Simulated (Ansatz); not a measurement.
The system is TiB2.

```
Ti B
1.0
     3.02920    0.00000    0.00000
    -1.51460    2.62336    0.00000
     0.00000    0.00000    3.22840
Ti B
1 2
Direct
  0.00000 0.00000 0.00000
  0.66667 0.33333 0.50000
  0.33333 0.66667 0.50000
```

| Quantity | Value |
| --- | --- |
| Program | Ansatz 0.2.0 |
| Task | relaxation of cell and atoms |
| Functional | PBE0 |
| Potentials or basis | Ansatz PAW |
| Cutoff | 420 eV (not typed: the program's choice for these potentials) |
| k mesh | 6 × 6 × 6 |
| Occupations | fermi-dirac, width 0.05 eV |
| Spin | no spin polarisation |

At the start: volume 8.55 Å³/atom.

Task: Where does the relaxation end?

Result: It ends after 5 steps and the volume is 8.39 Å³/atom (-1.9 %); space group P6/mmm (No. 191, to 0.05 Å).

The path:
| step | energy change (eV) | largest force (eV/Å) | volume (Å³) |
| --- | --- | --- | --- |
| 1 | 0.0000 | 0.0000 | 25.66 |
| 2 | -0.0089 | 0.0000 | 25.22 |
| 3 | -0.0095 | 0.0000 | 25.13 |
| 4 | -0.0095 | 0.0000 | 25.16 |
| 5 | -0.0089 | 0.0000 | 25.16 |

Final structure:
```
Ti B
1.0
     3.01769    0.00000    0.00000
    -1.50885    2.61340    0.00000
     0.00000    0.00000    3.19010
Ti B
1 2
Cartesian
  0.0000 0.0000 0.0000
  1.5088 0.8711 1.5951
  0.0000 1.7423 1.5951
```

Caveat: the k mesh is coarse (spacing up to 0.40 Å⁻¹), so the values aren't converged, least of all with exact exchange; the plane-wave basis is chosen anew once the cell has moved, so the energies of steps on either side of that aren't comparable; the PAW data sets come from PBE, with cores solved anew for the run's functional, which leaves a small shift of forces and pressure.
